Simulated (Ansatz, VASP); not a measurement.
**Two plane-wave programs on Al**

```xyz
2
Lattice="3.0234 0.0000 0.0000 -1.5117 2.6183 0.0000 0.0000 0.0000 4.8669" Properties=species:S:1:pos:R:3 pbc="T T T"
Al    1.5117    0.8728    3.6501
Al    0.0000    1.7456    1.2167
```

Change from the starting cell: strain +0.0750 x Voigt [1, 1, 0, 0, 0, 0], atoms carried along.

Alike in both runs: task single point; functional PBEsol; k mesh 21 × 21 × 10; occupations gaussian, width 0.15 eV; no spin polarisation.

```csv
,VASP,Ansatz
version,VASP 6.6.1,Ansatz 0.2.0
potentials or method,"VASP PAW PBE potentials, release 64 (Al)","scalar-relativistic, plane waves, PAW"
plane-wave cutoff (eV),520,420
valence electrons in the cell,6,6
```

```tsv
	VASP	Ansatz	Ansatz less VASP
gap on the k mesh at the Fermi level (eV)	none	none	-
pressure (GPa)	-8.8	-8.9	-0.03
largest component of the traceless stress (GPa)	0.41	0.41	-0.002
```

A gap of «none» marks a metal or a gap that the smearing closes.

Caveats: the PAW data sets were made with another functional, which shifts forces and pressure a little (VASP).
